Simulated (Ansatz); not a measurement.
# HfO2 monolayer (2H) under uniaxial strain along the armchair direction, normal to a, with the width clamped, part 2 of 2

Aim: how do the optical modes of HfO2 monolayer (2H) shift and split under this strain?

Ansatz 0.2.0; DFT PBE, scalar-relativistic, plane waves, PAW; PAW set soft_1.

So far. Step 4 (Tight relaxation): The largest force component left is 0.79 meV/Å, within the tolerances set.

## (5) Modes at rest

The force constants come from the linear response of the density to a displacement.

The modes at rest are the reference of the series.

The input, input.yaml:

```yaml
crystal:
  lattice:
    - [3.1181450886, 0.0, 0.0]
    - [-1.5590725443, 2.7003928594, 0.0]
    - [0.0, 0.0, 28.7]
  atoms:
    - { symbol: Hf, position: [0.3333333333, 0.6666666667, 0.3484320557] }
    - { symbol: O, position: [0.6666666667, 0.3333333333, 0.3890345354] }
    - { symbol: O, position: [0.6666666667, 0.3333333333, 0.3078295761] }
  periodic: [true, true, false]
kpoints:
  mp_grid: { grid: [12, 12, 1] }
hamiltonian:
  xc: pbe
  pseudopotentials: { kind: paw, azcp: { folder: soft_1 } }
scf:
  occupations: { method: fixed }
output:
  eigenvalues: true
phonons:
  method: dfpt
```

Launch:

```sh
$ ansatz run input.yaml --threads 4 --pin off --max-ram 16384MiB --backend cpu --events-out ev --progress --plain --runs-dir out
```

Numbers of over 12 decimals in the logs are rounded to 6 here.

Log:

```text
Warning: crystal.symmetry: narrowed to the stabiliser of the run's FFT grids — unitary ops 12 → 6. A phonons.method: dfpt run fills in the rows of the dynamical matrix that it does not solve by its symmetry operations, which is exact only for operations that map its FFT grids onto themselves: filled in by any other, the frequencies could depend on the order in which like atoms are typed, or, by more than the grids' own error, on where the crystal sits among the grids' points. Excluded: 6 operations. The run can therefore solve more perturbations, solve them on more k-points, or both, and cost more. [rest of the remark cut]
[...]
Crystal: 3 atoms, lattice volume = 241.660 Å³
Basis set: ecut = 420 eV, 4667 PW (Γ), exchange–correlation on 48×48×384 points (8 copies of the dense FFT grid, shifted against one another)
Bands: 23, of which v1, the nominal top of the filled ones, is band 19 counted from 1 (18 counted from 0)
Symmetry: 12 space group operations
k-points: 43 of 144 (irreducible under 2 space group operations, time reversal used)
[...]
SCF iter   1: F=—  HF=-16864.223505 eV  |F-HF|=—  |Δ(HF+E_count)|=         —  Δρ=7.52e-2  dr2=1.57e1  ethr=3.10e-3  ⟨swp⟩=7.1  Hψ=5377  notcnv=0  defer=71
[...]
SCF iter  12: F=-16860.207758 eV  HF=-16860.207758 eV  |F-HF|=1.27e-10  |Δ(HF+E_count)|=  4.00e-11  Δρ=1.66e-7  dr2=3.32e-11  ethr=1.00e-12  ⟨swp⟩=18.5  Hψ=10126  notcnv=0
SCF 1 converged in 12 iterations: F = -16860.207758 eV  dr2 = 3.32e-11
[...]
DFPT response loops at Γ: preconditioner auto → none (the input reference at scf.mixing.eps_inf says where Resta's filter doesn't serve); β = 0.50; Broyden in place of MSR1
SCF converged after 12 iterations
Free energy (F): -16860.207758 eV
[...]
Internal energy: -16860.207758 eV  (E = F + TS)
E sigma→0 (E₀):  -16860.207758 eV
Fermi energy:    -8.155326 eV
[...]
--- Band table (eV; the first three rows and the last of 43) ---
  k-point 0: bands = [... 15 lower, -11.2414, -9.8724, -9.8724, -8.3544, -4.5597, -2.8511, -2.0602, -2.0602]
  k-point 1: bands = [... 15 lower, -11.1391, -9.9767, -9.9623, -8.2969, -4.4353, -2.9960, -2.0218, -1.7625]
  k-point 2: bands = [... 15 lower, -10.8602, -10.2229, -10.1945, -8.2084, -4.7642, -2.3552, -2.0061, -1.8906]
  k-point 42: bands = [... 15 lower, -11.1504, -10.1727, -9.8972, -8.2657, -6.1150, -2.3957, -1.1192, -0.2004]
--- Phonons (Γ-DFPT): 6 representative perturbations + reference, on 43 of 144 k-points (Σ response iterations 27) ---
  ASR residual: 2.006e-4 → 0.000e0 eV/Å²; symmetrization residual: 6.723e-6 eV/Å²
  The last average, over the group as it would stand without the narrowing to the FFT grids, took up to 1.251e-6 eV/Å² of the zone centre's force constants
  ASR residual per site (eV/Å²): 2.01e-4 1.71e-4 1.67e-4
  Γ frequencies (cm⁻¹): -182.67 -182.67 0.00 0.00 0.00 362.45 362.45 539.03 682.39
  non-analytic LO–TO correction: not included (Born effective charges unavailable; polar crystals: no LO–TO splitting at Γ)
```

Elapsed: 43 s, on 4 threads of Arm Neoverse V2, shared host; peak memory 1.1 GiB; 2.7 min of CPU time.

This step gave:

```
sum-rule residual before enforcement                    : 2.01e-4 eV/Å²
point group                                             : -6m2
highest optical mode at the zone centre (no LO-TO term) : 682.4 cm⁻¹
lowest optical zone-centre mode                         : -182.7 cm⁻¹
```

Without the LO-TO term. Patterns of degenerate modes are one choice out of their space. Modes at Γ, with each element's share of the kinetic energy (negative means imaginary):

| mode | frequency (cm⁻¹) | symmetry | Hf % | O % |
| --- | --- | --- | --- | --- |
| 1 | -182.7 | E'' | 0 | 100 |
| 2 | -182.7 | E'' | 0 | 100 |
| 3 | 0.0 | acoustic | 85 | 15 |
| 4 | 0.0 | acoustic | 85 | 15 |
| 5 | 0.0 | acoustic | 85 | 15 |
| 6 | 362.4 | E' | 15 | 85 |
| 7 | 362.4 | E' | 15 | 85 |
| 8 | 539.0 | A2'' | 15 | 85 |
| 9 | 682.4 | A1' | 0 | 100 |

Displacements in mode 1 (-182.7 cm⁻¹), the largest set to 1:
```
Hf1  0.00  0.00  0.00
O2   0.45 -1.00  0.00
O3  -0.45  1.00  0.00
```

Displacements in mode 8 (539.0 cm⁻¹), the largest set to 1:
```
Hf1  0.00  0.00 -0.18
O2   0.00  0.00  1.00
O3   0.00  0.00  1.00
```

Before it was imposed, the acoustic sum rule was missed by 2.0e-4 eV/Å². Small misses are needed for a sound result but don't prove that mesh and cutoff are converged. The lowest optical mode is imaginary, 182.7i cm⁻¹, so the energy falls along it.

## (6) Relaxation of a member: uniaxial strain of +5 % along the armchair direction, normal to a, with the width clamped

The cell takes a uniaxial strain of +5 % along the armchair direction, normal to a, with the width clamped. The cell is held, and the atoms relax in it.

input.yaml, the sections that differ from step 5:

```yaml
crystal:
  lattice:
    - [3.1181450886, 0.0, 0.0]
    - [-1.5590725443, 2.8354125024, 0.0]
    - [0.0, 0.0, 28.7]
  atoms:
    - { symbol: Hf, position: [0.333011303, 0.6660226061, 0.3484320557] }
    - { symbol: O, position: [0.6668276818, 0.3336553637, 0.3887514364] }
    - { symbol: O, position: [0.6668276818, 0.3336553637, 0.308112675] }
  periodic: [true, true, false]
output:
  forces: true
  stress: true
  eigenvalues: true
relax:
  adjacent_minimum: "off"
  f_tol: 0.001
  max_steps: 60
# kpoints, hamiltonian, scf: as in step 5
# phonons: removed
```

Log:

```text
[...]
--- Relaxed structure (5 steps of the walk, 5 accepted, 0 SCFs on fresh bases) ---
  F+E_penalty+E_count = -16860.10576769 eV   max|allowed force component| = 3.158e-4 eV/Å
  cell:  # Å, volume = 253.7432 Å³
    - [3.1181450886, 0.0, 0.0]
    - [-1.5590725443, 2.8354125024, 0.0]
    - [0.0, 0.0, 28.7]
  atoms:
    - { symbol: Hf, position: [0.332500, 0.665000, 0.3484320557] }
    - { symbol: O, position: [0.667083, 0.334167, 0.388698] }
    - { symbol: O, position: [0.667083, 0.334167, 0.308166] }
[key lines of the parts left out:]
SCF converged after 4 iterations
Free energy (F): -16860.105768 eV
Fermi energy:    -7.889112 eV
P = ½ c Tr σ = -5.3775 N/m
```

Elapsed: 28 s, on 4 threads; peak memory 0.64 GiB.

No atom moved by 0.005 Å in the relaxation.

Numbers from this step:

```
gap on the k-mesh : 1.825 eV
area per atom     : 2.947 Å²
```

The largest force component left is 0.32 meV/Å.

## (7) Modes of this member: uniaxial strain of +5 % along the armchair direction, normal to a, with the width clamped

The zone-centre modes follow for uniaxial strain of +5 % along the armchair direction, normal to a, with the width clamped.

input.yaml, the sections that differ from step 6:

```yaml
crystal:
  lattice:
    - [3.1181450886, 0.0, 0.0]
    - [-1.5590725443, 2.8354125024, 0.0]
    - [0.0, 0.0, 28.7]
  atoms:
    - { symbol: Hf, position: [0.3324998899, 0.6649997799, 0.3484320557] }
    - { symbol: O, position: [0.6670833884, 0.3341667768, 0.3886979232] }
    - { symbol: O, position: [0.6670833884, 0.3341667768, 0.3081661882] }
  periodic: [true, true, false]
output:
  eigenvalues: true
phonons:
  method: dfpt
# kpoints, hamiltonian, scf: as in step 6
# relax: removed
```

Log:

```text
[...]
Crystal: 3 atoms, lattice volume = 253.743 Å³
Basis set: ecut = 420 eV, 4979 PW (Γ), exchange–correlation on 48×48×384 points (8 copies of the dense FFT grid, shifted against one another)
Bands: 23, of which v1, the nominal top of the filled ones, is band 19 counted from 1 (18 counted from 0)
Symmetry: 4 space group operations
k-points: 43 of 144 (irreducible under 2 space group operations, time reversal used)
[...]
SCF iter   1: F=—  HF=-16864.362650 eV  |F-HF|=—  |Δ(HF+E_count)|=         —  Δρ=7.45e-2  dr2=1.67e1  ethr=3.10e-3  ⟨swp⟩=6.9  Hψ=5228  notcnv=0  defer=76
[...]
SCF iter  12: F=-16860.105768 eV  HF=-16860.105768 eV  |F-HF|=1.46e-11  |Δ(HF+E_count)|=  2.91e-11  Δρ=1.96e-7  dr2=5.80e-11  ethr=1.00e-12  ⟨swp⟩=17.0  Hψ=10755  notcnv=0
SCF 1 converged in 12 iterations: F = -16860.105768 eV  dr2 = 5.80e-11
[...]
SCF converged after 12 iterations
Free energy (F): -16860.105768 eV
[...]
Internal energy: -16860.105768 eV  (E = F + TS)
E sigma→0 (E₀):  -16860.105768 eV
Fermi energy:    -7.889119 eV
[...]
--- Band table (eV; the first three rows and the last of 43) ---
  k-point 0: bands = [... 15 lower, -10.9424, -9.7707, -9.7496, -8.0818, -4.6627, -3.0936, -2.3424, -1.9001]
  k-point 1: bands = [... 15 lower, -10.8581, -9.8540, -9.8187, -8.0394, -4.4605, -3.3558, -2.0961, -2.0381]
  k-point 2: bands = [... 15 lower, -10.6266, -10.0568, -9.9988, -7.9706, -4.6774, -2.8664, -2.3215, -1.7378]
  k-point 42: bands = [... 15 lower, -10.9971, -10.0761, -9.8635, -7.9665, -6.0645, -2.5932, -1.6217, -0.5270]
[...]
ASR residual: 1.082e-4 → 0.000e0 eV/Å²; symmetrization residual: 4.298e-6 eV/Å²
[...]
ASR residual per site (eV/Å²): 9.48e-5 1.08e-4 8.50e-5
  Γ frequencies (cm⁻¹): -253.99 -236.78 0.00 0.00 0.00 318.76 333.53 508.75 678.48
[...]
```

Wall time 68 s (4 threads); peak memory 1.2 GiB.

This step gave:

```yaml
sum_rule_residual_before_enforcement: 1.08e-4 eV/Å²
point_group: mm2
highest_optical_mode_at_the_zone_centre_no_lo_to_term: 678.5 cm⁻¹
lowest_optical_zone_centre_mode: -254.0 cm⁻¹
```

Without the LO-TO term. Patterns of degenerate modes are one choice out of their space. The modes at Γ (shares of kinetic energy by element, %) (negative means imaginary):

| mode | frequency (cm⁻¹) | symmetry | Hf % | O % |
| --- | --- | --- | --- | --- |
| 1 | -254.0 | B1 | 0 | 100 |
| 2 | -236.8 | A2 | 0 | 100 |
| 3 | 0.0 | acoustic | 85 | 15 |
| 4 | 0.0 | acoustic | 85 | 15 |
| 5 | 0.0 | acoustic | 85 | 15 |
| 6 | 318.8 | A1 | 15 | 85 |
| 7 | 333.5 | B2 | 15 | 85 |
| 8 | 508.8 | B1 | 15 | 85 |
| 9 | 678.5 | A1 | 0 | 100 |

Displacements in mode 1 (-254.0 cm⁻¹), the largest set to 1:
```
Hf1  0.00  0.00  0.01
O2   0.00 -1.00 -0.06
O3   0.00  1.00 -0.06
```

Displacements in mode 9 (678.5 cm⁻¹), the largest set to 1:
```
Hf1  0.00  0.01  0.00
O2   0.00 -0.04  1.00
O3   0.00 -0.04 -1.00
```

The lowest optical mode is imaginary, 254.0i cm⁻¹, so the energy falls along it, and the highest lies at 678.5 cm⁻¹.

## (8) Relaxation of a member: uniaxial strain of -3 % along the armchair direction, normal to a, with the width clamped

The cell takes a uniaxial strain of -3 % along the armchair direction, normal to a, with the width clamped. The cell is held, and the atoms relax in it.

input.yaml, the sections that differ from step 7:

```yaml
crystal:
  lattice:
    - [3.1181450886, 0.0, 0.0]
    - [-1.5590725443, 2.6193810736, 0.0]
    - [0.0, 0.0, 28.7]
  atoms:
    - { symbol: Hf, position: [0.3326456588, 0.6652913177, 0.3484320557] }
    - { symbol: O, position: [0.6670105039, 0.3340210078, 0.3892069864] }
    - { symbol: O, position: [0.6670105039, 0.3340210078, 0.307657125] }
  periodic: [true, true, false]
output:
  forces: true
  stress: true
  eigenvalues: true
relax:
  adjacent_minimum: "off"
  f_tol: 0.001
  max_steps: 60
# kpoints, hamiltonian, scf: as in step 7
# phonons: removed
```

Log:

```text
[...]
Crystal: 3 atoms, lattice volume = 234.410 Å³
Basis set: ecut = 420 eV, 4547 PW (Γ), exchange–correlation on 48×48×384 points (8 copies of the dense FFT grid, shifted against one another)
Bands: 23, of which v1, the nominal top of the filled ones, is band 19 counted from 1 (18 counted from 0)
Symmetry: 4 space group operations
[...]
--- Relaxed structure (5 steps of the walk, 5 accepted, 0 SCFs on fresh bases) ---
  F+E_penalty+E_count = -16860.16699808 eV   max|allowed force component| = 1.011e-4 eV/Å
  cell:  # Å, volume = 234.4104 Å³
    - [3.1181450886, 0.0, 0.0]
    - [-1.5590725443, 2.6193810736, 0.0]
    - [0.0, 0.0, 28.7]
  atoms:
    - { symbol: Hf, position: [0.332119, 0.664238, 0.3484320557] }
    - { symbol: O, position: [0.667274, 0.334548, 0.389300] }
    - { symbol: O, position: [0.667274, 0.334548, 0.307564] }
[key lines of the parts left out:]
SCF converged after 4 iterations
Free energy (F): -16860.166998 eV
Fermi energy:    -8.299670 eV
P = ½ c Tr σ = 3.9094 N/m
```

The job ended after 25 s (4 threads; peak memory 0.62 GiB; 96 s of CPU time).

Hardly anything moved in the relaxation; the energy changed by under 0.2 meV an atom.

Numbers from this step:

```yaml
gap_on_the_k_mesh: 2.127 eV
area_per_atom: 2.723 Å²
```

The largest force component left is 0.10 meV/Å.

## (9) Zone-centre modes of the member: uniaxial strain of -3 % along the armchair direction, normal to a, with the width clamped

The zone-centre modes follow for uniaxial strain of -3 % along the armchair direction, normal to a, with the width clamped.

input.yaml, the sections that differ from step 8:

```yaml
crystal:
  lattice:
    - [3.1181450886, 0.0, 0.0]
    - [-1.5590725443, 2.6193810736, 0.0]
    - [0.0, 0.0, 28.7]
  atoms:
    - { symbol: Hf, position: [0.3321190024, 0.6642380047, 0.3484320557] }
    - { symbol: O, position: [0.6672738321, 0.3345476643, 0.3893004181] }
    - { symbol: O, position: [0.6672738321, 0.3345476643, 0.3075636933] }
  periodic: [true, true, false]
output:
  eigenvalues: true
phonons:
  method: dfpt
# kpoints, hamiltonian, scf: as in step 8
# relax: removed
```

Log:

```text
[...]
Crystal: 3 atoms, lattice volume = 234.410 Å³
Basis set: ecut = 420 eV, 4547 PW (Γ), exchange–correlation on 48×48×384 points (8 copies of the dense FFT grid, shifted against one another)
Bands: 23, of which v1, the nominal top of the filled ones, is band 19 counted from 1 (18 counted from 0)
Symmetry: 4 space group operations
[...]
k-point 2: bands = [... 15 lower, -10.9796, -10.3475, -10.2819, -8.3571, -4.7991, -2.0599, -2.0301, -1.8710]
  k-point 42: bands = [... 15 lower, -11.2283, -10.2240, -9.9200, -8.4529, -6.1730, -2.3009, -0.7368, -0.0650]
[...]
ASR residual: 1.548e-4 → 0.000e0 eV/Å²; symmetrization residual: 4.099e-6 eV/Å²
[...]
ASR residual per site (eV/Å²): 1.22e-5 1.37e-4 1.55e-4
  Γ frequencies (cm⁻¹): -132.67 -125.39 0.00 0.00 0.00 381.27 383.62 559.67 684.88
[...]
[key lines of the parts left out:]
SCF converged after 12 iterations
Free energy (F): -16860.166998 eV
Fermi energy:    -8.299679 eV
```

Elapsed: 61 s, on 4 threads; peak memory 1.1 GiB.

This step gave:

```yaml
sum_rule_residual_before_enforcement: 1.55e-4 eV/Å²
highest_optical_mode_at_the_zone_centre_no_lo_to_term: 684.9 cm⁻¹
lowest_optical_zone_centre_mode: -132.7 cm⁻¹
```

Without the LO-TO term. Patterns of degenerate modes are one choice out of their space. Modes at Γ, with each element's share of the kinetic energy (negative means imaginary):

| mode | frequency (cm⁻¹) | symmetry | Hf % | O % |
| --- | --- | --- | --- | --- |
| 1 | -132.7 | B1 | 0 | 100 |
| 2 | -125.4 | A2 | 0 | 100 |
| 3 | 0.0 | acoustic | 85 | 15 |
| 4 | 0.0 | acoustic | 85 | 15 |
| 5 | 0.0 | acoustic | 85 | 15 |
| 6 | 381.3 | B2 | 15 | 85 |
| 7 | 383.6 | A1 | 15 | 85 |
| 8 | 559.7 | B1 | 15 | 85 |
| 9 | 684.9 | A1 | 0 | 100 |

Displacements in mode 1 (-132.7 cm⁻¹), the largest set to 1:
```
Hf1  0.00  0.00  0.01
O2   0.00  1.00 -0.03
O3   0.00 -1.00 -0.03
```

Displacements in mode 6 (381.3 cm⁻¹), the largest set to 1:
```
Hf1 -0.18  0.00  0.00
O2   1.00  0.00  0.00
O3   1.00  0.00  0.00
```

The lowest optical mode is imaginary, 132.7i cm⁻¹, so the energy falls along it, and the highest lies at 684.9 cm⁻¹.

## (10) The series together

The members are set side by side, also those not shown above.

Energies are extrapolated to zero smearing, and E0 is that at rest; imaginary frequencies occur in the series; the cell is clamped and the atoms are relaxed. State of the crystal along the series:

| strain (%) | E - E0 (meV/atom) | gap on mesh (eV) |
| --- | --- | --- |
| -3 | 13.59 | 2.127 |
| -2 | 5.998 | 2.099 |
| -1 | 1.482 | 2.07 |
| 0 | 0 | 2.04 |
| 1 | 1.44 | 2.002 |
| 2 | 5.694 | 1.961 |
| 3 | 12.63 | 1.918 |
| 4 | 22.12 | 1.873 |
| 5 | 34 | 1.825 |

Optical modes are counted from below at rest and tracked from member to member by their patterns, and modes that stay within 0.3 cm⁻¹ of each other stand once; labels, where given, are those at rest, then, where named, those of the strained cell; imaginary frequencies occur in the series; the cell is clamped and the atoms are relaxed. Optical modes along the series:

| strain (%) | optical mode 1 E'' single part (cm⁻¹) | optical mode 2 E'' to A2 single part (cm⁻¹) | optical mode 3 E' to A1 single part (cm⁻¹) | optical mode 4 E' single part (cm⁻¹) | optical mode 5 A2'' (cm⁻¹) | optical mode 6 A1' to A1 (cm⁻¹) |
| --- | --- | --- | --- | --- | --- | --- |
| -3 | -132.7 | -125.4 | 383.6 | 381.3 | 559.7 | 684.9 |
| -2 | -149.9 | -148 | 377.2 | 374.9 | 552.7 | 684 |
| -1 | -166.6 | -166.7 | 370.1 | 368.6 | 545.8 | 683.2 |
| 0 | -182.7 | -182.7 | 362.4 | 362.4 | 539 | 682.4 |
| 1 | -198.2 | -196.6 | 354.3 | 356.4 | 532.4 | 681.6 |
| 2 | -213.2 | -208.7 | 345.8 | 350.4 | 526 | 680.8 |
| 3 | -227.6 | -219.4 | 336.9 | 344.6 | 519.9 | 680 |
| 4 | -241.2 | -228.8 | 327.9 | 339 | 514.1 | 679.3 |
| 5 | -254 | -236.8 | 318.8 | 333.5 | 508.8 | 678.5 |

Value and slope at zero strain of a cubic (a lower polynomial where under five rows exist) through the rows within 2 % of rest. Slopes at rest:

| mode | frequency (cm⁻¹) | shift per percent of strain (cm⁻¹) |
| --- | --- | --- |
| optical mode 3 E' to A1 single part | 362.5 | -7.91 |
| optical mode 4 E' single part | 362.5 | -6.12 |
| optical mode 5 A2'' | 539 | -6.69 |
| optical mode 6 A1' to A1 | 682.4 | -0.79 |

## (11) Outcome

| Property | Result |
| --- | --- |
| members | 9 |
| highest optical mode at the zone centre (no LO-TO term), at rest | 682.4 cm⁻¹ |
| optical mode 3 E' to A1 single part, shift per percent | -7.91 cm⁻¹ |
| optical mode 4 E' single part, shift per percent | -6.12 cm⁻¹ |
| optical mode 5 A2'', shift per percent | -6.69 cm⁻¹ |
| optical mode 6 A1' to A1, shift per percent | -0.79 cm⁻¹ |

The strain lowers the symmetry: the level at 362.4 cm⁻¹ splits, into 318.8 and 333.5 cm⁻¹ at +5 %. The fastest shift in the table of slopes is -7.9 cm⁻¹ for each percent (optical mode 3 E' to A1 single part). The width is clamped, so the contraction across the strain that a free sheet shows is left out. A mode is imaginary at strain (%) -3, -2, -1, 0, 1, 2, 3, 4 and 5, where this structure is not a minimum. These are harmonic frequencies at zero temperature: anharmonic shifts, linewidths and thermal expansion are left out. Spin-orbit coupling is left out, which can matter for the heavy elements here. The starting cell was built on a prototype and not taken from a measurement. Only the zone centre was solved, so an instability at another wavevector cannot show here. In a sheet the LO-TO splitting vanishes at the zone centre, so no such term is missing here.

[Logs are printed without paths, hosts, clocks, repeated set-up lines and the standing remarks that a program may print on its own settings, such as how far it seeks lower states.]

[Hosts, paths, dates, database ids (printed as entryN), source tags and the programs' standing remarks are cut or masked in the printed files.]
